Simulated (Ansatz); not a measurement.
Cu2O (Cuprite):

```xyz
6
Lattice="4.2600 0.0000 0.0000 0.0000 4.2600 0.0000 0.0000 0.0000 4.2600" Properties=species:S:1:pos:R:3 pbc="T T T"
Cu    3.1950    1.0650    3.1950
Cu    3.1950    3.1950    1.0650
Cu    1.0650    3.1950    3.1950
Cu    1.0650    1.0650    1.0650
O     2.1300    2.1300    2.1300
O     0.0000    0.0000    0.0000
```

Base run:

| Quantity | Value |
| --- | --- |
| Program | Ansatz 0.2.0 |
| Functional | PBEsol |
| Potentials or basis | Ansatz PAW |
| Cutoff | 420 eV (not typed: the program's choice for these potentials) |
| k mesh | 6 × 6 × 6 |
| Occupations | fermi-dirac, width 0.05 eV |
| Spin | no spin polarisation |

Its results: band gap on the k mesh 0.50 eV, direct; pressure -3.2 GPa.

After a change of settings the same cell gave: band gap on the k mesh 0.77 eV, direct; pressure -1.2 GPa. Which change was it?
A. functional from PBEsol to PBE; occupations from fermi-dirac, width 0.05 eV to gaussian, width 0.013 eV
B. functional from PBEsol to BLYP
C. functional from PBEsol to r2SCAN; cutoff from 420 eV (not typed: the program's choice for these potentials) to 500 eV (not typed: the program's choice for these potentials)

C.

r2SCAN gives the wider gap, since meta-GGAs in the generalised Kohn-Sham scheme recover part of the derivative discontinuity.

Caveats: the PAW data sets come from PBE, with cores solved anew for the run's functional, which leaves a small shift of forces and pressure.
